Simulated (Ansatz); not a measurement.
The elements of this relaxed trial crystal are hidden behind letters.

```
lattice vectors (Å)
   0.0000    2.4010    2.4010
   2.4010    0.0000    2.4010
   2.4010    2.4010    0.0000
fractional positions
X 0.0000 0.0000 0.0000
Z 0.5000 0.5000 0.5000
```

Method: Ansatz 0.2.0, DFT PBE, scalar-relativistic, plane waves, PAW. Settings of the last relaxation (2-atom cell): 420 eV, 20×20×20 k points, Gaussian smearing of 0.10 eV, no spin polarisation.

```
Space group                                 : Fm-3m (No. 225)
Conventional cell                           : a = 4.802 Å
Volume per atom                             : 13.84 Å³
Density                                     : 7.72 g/cm³
Formation energy                            : +0.24 eV/atom
Gap on the 20×20×20 mesh of the 2-atom cell : 0 eV (a metal)
```

Energies are uncorrected and count from the elements' standard states at the same level.

**Question.** X is a p-block element of period 4 and Z is a d-block element of period 4. Which elements are they?

**Answer.** X = Ga, Z = Co, so the formula is GaCo, here in the rock salt type. Density times volume gives a mean mass of 7.72 × 13.84/1.6605 = 64.3 u per atom, and this set has 64.3 u. Ga is surrounded by 6 Co at 2.40 Å; Co has 6 Ga at 2.40 Å. Other sets within the hints have nearly the same mass, so mass alone doesn't settle it; this one was computed.

Trial moments died out on the coarse mesh, so the last step has no spin; another magnetic start might hold. Symmetry constrained the relaxation, so the result can be a saddle point. Another cell of GaCo relaxed alike but with spin, in Pm-3m (a cell as deposited in COD), lies 0.50 eV/atom lower, so this cell isn't the stable form at this level.
